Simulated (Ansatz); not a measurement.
The system is La2O3.

```
CELL_PARAMETERS angstrom
3.93078 0.00000 0.00000
-1.96539 3.40415 0.00000
0.00000 0.00000 6.11195
ATOMIC_POSITIONS crystal
La 0.33333 0.66667 0.24624
La 0.66667 0.33333 0.75376
O 0.00000 0.00000 0.00000
O 0.33333 0.66667 0.64589
O 0.66667 0.33333 0.35411
```

The cell is a database's computed one.

Base run:

| Quantity | Value |
| --- | --- |
| Program | Ansatz 0.2.0 |
| Functional | HSE06 |
| Potentials or basis | Ansatz PAW |
| Cutoff | 420 eV |
| Density cutoff | 1680 eV |
| k mesh | 6 × 6 × 4 |
| Occupations | fermi-dirac, width 0.05 eV |
| Spin | no spin polarisation |

Its results: band gap on the k mesh 5.29 eV, indirect (least direct gap 5.41 eV); largest force 0.143 eV/Å.

Question: The run is repeated on the same cell with these changes: functional from HSE06 to PBE0. What comes out?

Answer: Band gap on the k mesh 6.03 eV, indirect (least direct gap 6.16 eV); largest force 0.128 eV/Å.

Caveats: the magnetic or orbital state may not be the lowest; spin-orbit coupling is left out, which moves the levels of the heavy elements; the PAW data sets come from PBE, with cores solved anew for the run's functional, which leaves a small shift of forces and pressure.

Not every run made on this cell is shown here.
